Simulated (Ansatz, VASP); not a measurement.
**Two plane-wave programs on InPd**

The input INCAR:

```
SYSTEM = InPd
ALGO = Fast ; EDIFF = 1E-6
ENCUT = 520 ; ISIF = 2
ISMEAR = 0 ; LASPH = .TRUE.
LCHARG = .TRUE. ; LELF = .TRUE.
LREAL = .FALSE. ; LVHAR = .TRUE.
LWAVE = .FALSE. ; NBANDS = 18
NELM = 80 ; PREC = Accurate
SIGMA = 0.15
```

File KPOINTS:

```
k-points
0
G
  14 14 14
  0 0 0
```

The input POSCAR:

```
InPd
1.0
    3.2718847800      0.0000000000      0.0000000000
    0.0000000000      3.2718847800      0.0000000000
    0.0000000000      0.0000000000      3.2718847800
In Pd
1 1
Direct
    0.0000000000      0.0000000000      0.0000000000
    0.5000000000      0.5000000000      0.5000000000
```

Input for Ansatz:

```yaml
crystal:
  lattice:
    - [3.27188478, 0.0, 0.0]
    - [0.0, 3.27188478, 0.0]
    - [0.0, 0.0, 3.27188478]
  atoms:
    - { symbol: In, position: [0.0, 0.0, 0.0] }
    - { symbol: Pd, position: [0.5, 0.5, 0.5] }
basis:
  ecutwfc: 420
kpoints:
  mp_grid: { grid: [14, 14, 14] }
hamiltonian:
  xc: lda
scf:
  occupations: { method: gaussian, width: 0.15 }
output:
  forces: true
  stress: true
  eigenvalues: true
```

The cell comes from a database or a generator and needn't be the stable form of this composition.

Alike in both runs: task single point; functional LDA; k mesh 14 × 14 × 14; occupations gaussian, width 0.15 eV; no spin polarisation.

```csv
,VASP,Ansatz
version,VASP 6.6.1,Ansatz 0.2.0
potentials or method,"VASP PAW LDA potentials, release 64 (In_d, Pd)","scalar-relativistic, plane waves, PAW"
plane-wave cutoff (eV),520,420
valence electrons in the cell,23,31
```

VASP gave:

```
gap on the k mesh at the Fermi level (eV) : none
pressure (GPa)                            : -6.5
```

Q: Estimate Ansatz's values.

A: gap on the k mesh at the Fermi level (eV): none; pressure (GPa): -6.9.

A gap of «none» marks a metal or a gap that the smearing closes. The two sets of potentials don't hold the same shells in valence.
